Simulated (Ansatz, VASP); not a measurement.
**One calculation of Ru, two programs**

The input INCAR:

```
  PREC = Accurate
  ENCUT = 520
  EDIFF = 1E-7
  ISMEAR = -1
  SIGMA = 0.1
  LREAL = False
  LASPH = True
  NELM = 80
  ALGO = Normal
  ISIF = 2
  LWAVE = False
  LCHARG = True
  GGA = B5
  ALDAX = 1.0
  AGGAX = 1.0
  AGGAC = 1.0
  ALDAC = 0.0
  LELF = True
  LVHAR = True
  NBANDS = 28
```

KPOINTS

```
regular mesh
0
Gamma
  10 10 13
```

Contents of POSCAR:

```
Ru
1.0
    4.4445460449      0.0000000000      0.0000000000
   -2.2222730224      3.8490897832      0.0000000000
    0.0000000000      0.0000000000      2.8037728658
Ru
3
Direct
    0.0000000000      0.0000000000      0.0000000000
    0.3333333333      0.6666666667      0.5000000000
    0.6666666667      0.3333333333      0.5000000000
```

Input for Ansatz:

```yaml
crystal:
  lattice:
    - [4.4445460449, 0.0, 0.0]
    - [-2.2222730224, 3.8490897832, 0.0]
    - [0.0, 0.0, 2.8037728658]
  atoms:
    - { symbol: Ru, position: [0.0, 0.0, 0.0] }
    - { symbol: Ru, position: [0.3333333333, 0.6666666667, 0.5] }
    - { symbol: Ru, position: [0.6666666667, 0.3333333333, 0.5] }
hamiltonian:
  xc: blyp
  pseudopotentials:
    kind: paw
    azcp:
      Ru: "pseudopotentials/Ru.paw.azcp"
basis:
  ecutwfc: 420
  fft_grid_basis: typed
kpoints:
  mp_grid: { grid: [10, 10, 13], shift: [0, 0, 0] }
magnetization:
  spin_polarized: false
scf:
  occupations: { method: fermi_dirac, width: 0.1 }
  lower_state_search: "off"
output:
  stress: true
```

Alike in both runs: task single point; functional BLYP; k mesh 10 × 10 × 13; occupations fermi-dirac, width 0.1 eV; no spin polarisation.

```csv
,VASP,Ansatz
version,VASP 6.6.1,Ansatz 0.2.0
potentials or method,"VASP PAW PBE potentials, release 64 (Ru_pv)","plane waves (420 eV) with PAW, scalar-relativistic"
plane-wave cutoff (eV),520,420
valence electrons in the cell,42,48
```

Ansatz gave:

```
pressure (GPa)                                  : -16.0
largest component of the traceless stress (GPa) : 1.66
```

Question: What did VASP give for the same quantities?

Answer: Pressure (GPa): -15.5; largest component of the traceless stress (GPa): 1.55.

The two sets of potentials don't hold the same shells in valence.

Caveats: so large a pressure means that the cell lies far from this level's equilibrium, or that cutoff or potentials fall short (VASP); the potentials were made for another functional, which shifts forces and pressure (VASP).
